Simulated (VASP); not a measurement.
# Mo (Im-3m) in VASP: notebook

Runs on Mo. Level: PBE. Tasks: single point.

Program: VASP 6.6.1. These are calculated values, not measurements. Logs are shortened: lines on timing, memory, paths and dates and some standing lists are left out, and cuts for length are marked.

## 1. The structure

It takes space group Im-3m (No. 229, cubic). The conventional cell has a = 3.168 Å, b = 3.168 Å, c = 3.168 Å, α = 90.00°, β = 90.00°, γ = 90.00°. Mo (site symmetry m-3m) has 8 Mo at 2.74 Å as nearest neighbours.

## 2. Single point, PBE

Input file INCAR:

```
ADDGRID = F
ALGO = Normal
EDIFF = 1E-7
ENCUT = 550
GGA = PE
ISIF = 2
ISMEAR = 1
LASPH = T
LCHARG = F
LREAL = Auto
LWAVE = F
NBANDS = 13
NELM = 100
PREC = Accurate
SIGMA = 0.2
```

Input file KPOINTS:

```
k-points
0
Gamma
  15 15 15
```

Input file POSCAR:

```
Mo
1.0
   -1.6018940000      1.6123050000      1.5868230000
    1.5840600000     -1.5829550000      1.5396390000
    1.5998790000      1.5809390000     -1.5574730000
Mo
1
Direct
   -0.0100820000     -0.0008690000      0.0196120000
```

Potentials or basis: VASP PAW PBE potentials, release 64 (Mo_sv).

Started as:

```bash
> cat potpaw_PBE.64/Mo_sv/POTCAR > POTCAR
> mpirun -np 1 vasp_std > vasp.out
```

OUTCAR:

```text
EDIFF = 1E-7
   ENCUT = 550
   GGA = PE
   ISIF = 2
   ISMEAR = 1
   LASPH = T
   LREAL = Auto
   NELM = 100
   PREC = Accurate

 Found   1688 irreducible k-points:

 Following reciprocal coordinates:
            Coordinates               Weight
  0.000000  0.000000  0.000000      1.000000
  0.066667  0.000000  0.000000      2.000000
  0.133333  0.000000  0.000000      2.000000
  0.200000  0.000000  0.000000      2.000000
  0.266667  0.000000  0.000000      2.000000
  0.333333  0.000000  0.000000      2.000000
   k-points           NKPTS =   1688   k-points in BZ     NKDIM =   1688   number of bands    NBANDS=     13
   number of dos      NEDOS =    301   number of ions     NIONS =      1
   total plane-waves  NPLWV =  13824
   dimension x,y,z NGX =    24 NGY =   24 NGZ =   24
   dimension x,y,z NGXF=    48 NGYF=   48 NGZF=   48
   ions per type =               1
   NGX,Y,Z   is equivalent  to a cutoff of  14.39, 14.68, 14.58 a.u.
   NGXF,Y,Z  is equivalent  to a cutoff of  28.79, 29.36, 29.17 a.u.
 SYSTEM =  unknown system
   PREC   = accura    normal or accurate (medium, high low for compatibility)
   ISTART =      0    job   : 0-new  1-cont  2-samecut
   ICHARG =      2    charge: 1-file 2-atom 10-const
   ISPIN  =      1    spin polarized calculation?
   LNONCOLLINEAR =      F non collinear calculations
   LSORBIT =      F    spin-orbit coupling
   LASPH  =      T    aspherical Exc in radial PAW
   ENCUT  =  550.0 eV  40.42 Ry    6.36 a.u.   5.30  5.20  5.23*2*pi/ulx,y,z
   NELM   =    100;   NELMIN=  2; NELMDL= -5     # of ELM steps
   EDIFF  = 0.1E-06   stopping-criterion for ELM
   LREAL  =      T    real-space projection
   EDIFFG = 0.1E-05   stopping-criterion for IOM
   NSW    =      0    number of steps for IOM
   IBRION =     -1    ionic relax: 0-MD 1-quasi-New 2-CG
   NFREE  =      0    steps in history (QN), initial steepest desc. (CG)
   ISIF   =      2    stress and relaxation
   ISYM   =      2    0-nonsym 1-usesym 2-fastsym
   POTIM  = 0.5000    time-step for ionic-motion
   TEBEG  =    0.0;   TEEND  =   0.0 temperature during run
   PSTRESS=    0.0 pullay stress
   NELECT =      14.0000    total number of electrons
   NUPDOWN=      -1.0000    fix difference up-down
   EMIN   =  10.00;   EMAX   =-10.00  energy-range for DOS
   EFERMI =   0.00;   METHOD = LEGACY
   ISMEAR =     1;   SIGMA  =   0.20  broadening in eV -4-tet -1-fermi 0-gaus
   EFERMI_NEDOS =   21; number of points for ismear=-14 and -15
   IALGO  =     38    algorithm
   IMIX   =      4    mixing-type and parameters
     AMIX     =   0.40;   BMIX     =  1.00
     AMIX_MAG =   1.60;   BMIX_MAG =  1.00
  volume/ion in A,a.u.               =      15.89       107.24
  Fermi-wavevector in a.u.,A,eV,Ry     =   1.569380  2.965697 33.510502  2.462952
  Thomas-Fermi vector in A             =   2.671271
   LORBIT       =      0    0 simple, 1 ext, 2 COOP (PROOUT), +10 PAW based schemes
   GGA     = PE    functional components
   LHFCALC =     F    Hartree Fock is set to
   AEXX    =    0.0000 exact exchange contribution
   IVDW    =     0    specifies the selected vdW correction
   LEPSILON=     F    determine dielectric tensor
   LRPA    =     F    only Hartree local field effects (RPA)
 non-spin polarized calculation
 Methfessel and Paxton  Order N= 1 SIGMA  =   0.20
  energy-cutoff  :      550.00
  volume of cell :       15.89
 maximum number of plane-waves:       478
 NGX is ok and might be reduce to    24
   NGX = 11   NGY = 11   NGZ = 11

 number of electron      14.0000000 magnetization

 Free energy of the ion-electron system (eV)
  ---------------------------------------------------
  ext. energy  EPLUGINS =         0.00000000
  ---------------------------------------------------
  free energy    TOTEN  =       -10.92690030 eV

  energy without entropy =      -10.92695555  energy(sigma->0) =      -10.92691872

 E-fermi :  12.2889     XC(G=0): -13.2977

 val. band max:       12.2873312144   @ k =   0.1333   0.4667   0.4000
 cond. band min:      12.2905185662   @ k =  -0.2667  -0.1333   0.1333
 fundamental gap:      0.0031873518
 Fermi energy:        12.2888677276

 k-point     1 :       0.0000    0.0000    0.0000
  band No.  band energies     occupation
      1     -48.9539      2.00000
      2     -22.2878      2.00000
      3     -22.2570      2.00000
      4     -22.2238      2.00000
      5       5.1493      2.00000
      6      10.7612      2.00000
      7      11.0472      2.00000
      8      11.1748      2.00000
      9      13.8169     -0.00000
     10      14.1119     -0.00000
     11      26.9254      0.00000
     12      27.0283      0.00000
     13      27.4767      0.00000

 k-point     2 :       0.0667    0.0000    0.0000
  band No.  band energies     occupation
      1     -48.9439      2.00000
      2     -22.3437      2.00000
      3     -22.2763      2.00000
      4     -22.2265      2.00000
      5       5.3398      2.00000
      6      10.6860      2.00000
      7      11.0113      2.00000
      8      11.3188      2.00000
      9      13.7805     -0.00000
     10      14.0317     -0.00000
     11      27.2415      0.00000
     12      27.3300      0.00000
     13      27.6538      0.00000

 k-point     3 :       0.1333    0.0000    0.0000
  band No.  band energies     occupation
      1     -48.9157      2.00000
      2     -22.5074      2.00000
      3     -22.3264      2.00000
      4     -22.2308      2.00000
      5       5.8717      2.00000
      6      10.4287      2.00000
      7      10.8767      2.00000
      8      11.8106      2.00371
      9      13.6300     -0.00000
     10      13.9913     -0.00000
     11      27.6851      0.00000
     12      28.1624      0.00000
     13      28.3232      0.00000

 k-point     4 :       0.2000    0.0000    0.0000
  band No.  band energies     occupation
      1     -48.8739      2.00000
      2     -22.7453      2.00000
      3     -22.3990      2.00000
      4     -22.2356      2.00000
      5       6.6003      2.00000
      6      10.0556      2.00000
      7      10.6974      2.00000
      8      12.6235     -0.03948
      9      13.5604     -0.00000
     10      14.0649     -0.00000
     11      27.6472      0.00000
     12      28.5982      0.00000
     13      29.7258      0.00000

 k-point     5 :       0.2667    0.0000    0.0000
  band No.  band energies     occupation
      1     -48.8254      2.00000
      2     -23.0118      2.00000
      3     -22.4812      2.00000
      4     -22.2408      2.00000
      5       7.2041      2.00000
      6       9.6579      2.00000
      7      10.8040      2.00000
      8      13.6799     -0.00000
      9      13.6886     -0.00000
     10      14.2152     -0.00000
     11      26.9140      0.00000
     12      27.9192      0.00000
     13      31.5519      0.00000

 k-point     6 :       0.3333    0.0000    0.0000
  band No.  band energies     occupation
      1     -48.7787      2.00000
      2     -23.2602      2.00000
      3     -22.5589      2.00000
      4     -22.2457      2.00000
      5       7.3654      2.00000
      6       9.3064      2.00000
      7      11.5461      2.00000
      8      13.9103     -0.00000
      9      14.4181     -0.00000
     10      14.8847     -0.00000
     11      25.8453      0.00000
     12      26.4186      0.00000
     13      32.8529      0.00000

 [... further k-points ...]

------------------------ aborting loop because EDIFF is reached ----------------------------------------

  FORCE on cell =-STRESS in cart. coord.  units (eV):
  Direction    XX          YY          ZZ          XY          YZ          ZX
  --------------------------------------------------------------------------------------
  -------------------------------------------------------------------------------------
  Total       -0.2475343     -0.3341235      0.2934131      0.0021461     -0.1716093      0.1020822
  in kB      -24.9561440    -33.6859761     29.5815967      0.2163652    -17.3014662     10.2918186
  external PRESSURE =      -9.6868411 kB  Pullay stress =       0.0000000 kB

 VOLUME and BASIS-vectors are now :
 -----------------------------------------------------------------------------
  energy-cutoff  :      550.00
  volume of cell :       15.89
      direct lattice vectors                 reciprocal lattice vectors
    -1.601894000  1.612305000  1.586823000     0.001971750  0.310249238  0.316949110
     1.584060000 -1.582955000  1.539639000     0.315876418 -0.002757309  0.321678072
     1.599879000  1.580939000 -1.557473000     0.314268351  0.313370033 -0.001149142

 POSITION                                       TOTAL-FORCE (eV/Angst)
 -----------------------------------------------------------------------------------
      0.02832      0.04548      3.07858         0.000000     -0.000000     -0.000000
 -----------------------------------------------------------------------------------
    total drift:                                0.000001     -0.000003     -0.000001

  FREE ENERGIE OF THE ION-ELECTRON SYSTEM (eV)
  ---------------------------------------------------
  free  energy   TOTEN  =       -10.9269002977 eV

  energy  without entropy=      -10.9269555544  energy(sigma->0) =      -10.92691872
```

Wall time 7.3 min (1 thread of Intel Xeon 6975P-C (Granite Rapids), shared host); peak memory 0.34 GiB.

These settings aren't checked as converged: the numbers below hold their error.

Results:

```
Free energy            : -10.9269 eV
Pressure               : -1.0 GPa
Band gap on the k mesh : none (metal or under the smearing width)
```

## 3. Single point, PBE

Changes to INCAR since step 2:

```diff
@@ -2,3 +2,3 @@
 ALGO = Normal
-EDIFF = 1E-7
+EDIFF = 1E-5
 ENCUT = 550
@@ -9,3 +9,3 @@
 LCHARG = F
-LREAL = Auto
+LREAL = F
 LWAVE = F
```

KPOINTS is that of step 2.

Input file POSCAR:

```
Mo
1.0
   -1.5838089719      1.5838089719      1.5838089719
    1.5838089719     -1.5838089719      1.5838089719
    1.5838089719      1.5838089719     -1.5838089719
Mo
1
Direct
    0.0000000000      0.0000000000      0.0000000000
```

Potentials or basis: VASP PAW PBE potentials, release 64 (Mo_sv).

Started as:

```bash
> cat potpaw_PBE.64/Mo_sv/POTCAR > POTCAR
> mpirun -np 1 vasp_std > vasp.out
```

Run time: 8.5 s. Hardware: 1 thread of Intel Xeon 6975P-C (Granite Rapids), shared host; peak memory 0.15 GiB.

The run converged, but some of its settings lie outside the range that counts as converged, so its numbers aren't taken as properties of the crystal.

Results:

- Free energy: -10.9327 eV
- Pressure: -1.0 GPa
- Band gap on the k mesh: none (metal or under the smearing width)

## 4. For comparison

An earlier run on the cell as given: functional PBE; potentials or basis VASP PAW PBE potentials, release 64 (Mo_sv); cutoff 520 eV; k mesh 12 × 12 × 12; occupations fermi-dirac, width 0.05 eV; no spin polarisation.

* Pressure: -1.4 GPa
* Band gap on the k mesh: none (metal or under the smearing width)
